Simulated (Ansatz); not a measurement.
# Hf2S: the cost of one run

Computed with Ansatz 0.2.0 (DFT PBEsol, scalar-relativistic, plane waves, PAW, unless a step's input says otherwise).

1 further run of the same task is left out (set aside as unsound or not needed).

## 1. The system as given

Symmetry: P6_3/mmc, No. 194, hexagonal system. Conventional cell: a = 3.347 Å, b = 3.347 Å, c = 11.664 Å, α = 90.00°, β = 90.00°, γ = 120.00°. Around Hf (site symmetry 3m) lie 3 S at 2.60 Å. Around S (site symmetry -6m2) lie 6 Hf at 2.60 Å.

Structure file:

```
Hf S
1.0
     3.34653    0.00000    0.00000
    -1.67327    2.89818    0.00000
     0.00000    0.00000   11.66424
Hf S
4 2
Direct
  0.66667 0.33333 0.89862
  0.33333 0.66667 0.39862
  0.66667 0.33333 0.60138
  0.33333 0.66667 0.10138
  0.00000 0.00000 0.75000
  0.00000 0.00000 0.25000
```

It goes back to an entry of the Materials Project, which need not be the stable form.

This cell was relaxed beforehand with the same method: volume 18.85 Å³/atom, gap on the mesh none (metal).

## 2. Tight relaxation for the response runs, with the smearing for a metal

Response runs need a geometry at rest under their own mesh and occupations; hence this stricter relaxation.

File input.yaml:

```yaml
crystal:
  lattice:
    - [3.3465310252, 0.0, 0.0]
    - [-1.6732655126, 2.8981808824, 0.0]
    - [0.0, 0.0, 11.6642358425]
  atoms:
    - { symbol: Hf, position: [0.6666666667, 0.3333333333, 0.8986176343] }
    - { symbol: Hf, position: [0.3333333333, 0.6666666667, 0.3986176343] }
    - { symbol: Hf, position: [0.6666666667, 0.3333333333, 0.6013823657] }
    - { symbol: Hf, position: [0.3333333333, 0.6666666667, 0.1013823657] }
    - { symbol: S, position: [0.0, 0.0, 0.75] }
    - { symbol: S, position: [0.0, 0.0, 0.25] }
basis:
  ecutwfc: 420
kpoints:
  mp_grid: { grid: [12, 12, 4] }
hamiltonian:
  xc: pbesol
scf:
  occupations: { method: fermi_dirac, width: 0.15 }
output:
  forces: true
  stress: true
  eigenvalues: true
relax:
  adjacent_minimum: "off"
  f_tol: 0.001
  max_steps: 60
  cell: { stress_tol: 0.01 }
```

Command:

```
ansatz run input.yaml --threads 2 --pin off --max-ram 6144MiB --backend cpu --events-out ev --progress --plain --runs-dir out
```

**Question.** How long does this run take on 2 threads of Intel Xeon 6975P-C (Granite Rapids), shared host, and how much memory does it need?

About 45 s, with a peak of 0.69 GiB.
